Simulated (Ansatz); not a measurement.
## LiF: the change of pressure with volume per atom

Periodic Kohn-Sham DFT of a crystal at fixed atoms; pressure and stress are positive in compression; the energy is the free energy less that of spherical unpolarised free atoms; site moments are those in the method's own spheres, positive along +z. The results are calculated, by Ansatz 0.2.0.

Cell of the first row (space group F-43m, No. 216):
```
cell vectors (Å)
   0.0000     2.1531     2.1531
   2.1531     0.0000     2.1531
   2.1531     2.1531     0.0000
atoms (fractions of the cell vectors)
Li  0.00000  0.00000  0.00000
F   0.25000  0.25000  0.25000
```

Settings of every row: method frozen-core PAW; functional PBE; relativity scalar; k mesh 16x16x16; filling fermi-dirac; smearing width 0.03 eV; wave cutoff 420 eV; paw set soft_2.

Atom start moment: 0 on all atoms.

Limits: the cell comes from a prototype or a list of computed structures and needn't be the stable phase.

| row | volume per atom (Å³) | pressure (GPa) |
| --- | --- | --- |
| 1 | 9.981 | ? |
| 2 | 10.189 | 1.048 |
| 3 | 10.397 | -0.037 |
| 4 | 10.605 | -1.018 |
| 5 | 10.813 | -1.902 |

Question: what pressure should row 1 give?

Worked fit of pressure. Take u = (V_r/V)^(2/3) − 1 with V_r = 10.501 Å³ an atom, which is twice the finite (Eulerian) strain; such expansions in the strain, on which the Birch-Murnaghan equation of state is built, carry the rest volume and the bulk modulus. The shown rows have u = 0.02031, 0.00666, -0.00655, -0.01933. Least squares give pressure = −0.5401 + 74.23 × u + 195.19 × u² GPa; a straight line predicts inner rows, each left out in turn, worse (root mean square 0.049 against 0.00016 GPa). All shown rows lie on it to the printed digit. The pressure vanishes at u = 0.0071, or V = 10.39 Å³ an atom, and there the bulk modulus at fixed shape and fractions is B = −V dP/dV = (2/3)(1 + u) dP/du = 51.7 GPa. The withheld row has u = 0.03444, so the fit gives −0.5401 + 74.23 × (0.03444) + 195.19 × (0.03444)² = 2.248 GPa.

The calculation gave 2.251 GPa. The fit lies 0.003 GPa (0.072 % of the column's range) below it; its largest miss of a shown row is 0.000 GPa. This row lies beyond the range of the fit.
